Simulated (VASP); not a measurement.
Input of a VASP 6.6.1 run:

File INCAR:

```
SYSTEM = MgTe
ALGO = Normal ; EDIFF = 1E-7
EDIFFG = -0.005 ; ENCUT = 600
GGA = PE ; IBRION = 2
ISIF = 3 ; ISMEAR = 0
LASPH = .True. ; LCHARG = .False.
LREAL = .False. ; LWAVE = .False.
NELM = 100 ; NSW = 100
PREC = Accurate ; SIGMA = 0.02
```

The input KPOINTS:

```
k-points
0
Gamma
  6 6 4
  0 0 0
```

File POSCAR:

```
MgTe
1.0
    4.5902025394      0.0000000000      0.0000000000
   -2.2951012697      3.9752320076      0.0000000000
    0.0000000000      0.0000000000      7.4378057100
Mg Te
2 2
Direct
    0.3333333300      0.6666666700      0.9959911700
    0.6666666700      0.3333333300      0.4959911700
    0.3333333300      0.6666666700      0.3740088300
    0.6666666700      0.3333333300      0.8740088300
```

Potentials or basis: VASP PAW PBE potentials, release 64 (Mg, Te).

Command:

```sh
$ cat potpaw_PBE.64/Mg/POTCAR potpaw_PBE.64/Te/POTCAR > POTCAR
$ mpirun -np 1 vasp_std > vasp.out
```

Task: Estimate the band gap on the k mesh.

Result: 2.36 eV, direct.

Task: Predict the relaxed cell.

Result: a = 4.609 Å, b = 4.609 Å, c = 7.497 Å, α = 90.00°, β = 90.00°, γ = 120.00°.

Step by step:
```csv
step,energy change (eV),largest force (eV/Å),pressure (GPa),volume (Å³)
1,0.0000,0.0213,0.56,135.72
2,-0.0037,0.0147,-0.04,138.04
3,-0.0037,0.0151,0.00,137.89
4,-0.0037,0.0150,-0.01,137.93
5,-0.0038,0.0125,-0.01,137.93
6,-0.0039,0.0050,-0.01,137.93
7,-0.0039,0.0105,-0.01,137.92
8,-0.0039,0.0019,-0.01,137.93
```

Caveat: spin-orbit coupling is left out, which moves the levels of the heavy elements. A hybrid or GW would open this gap; PBE tends to underestimate it.
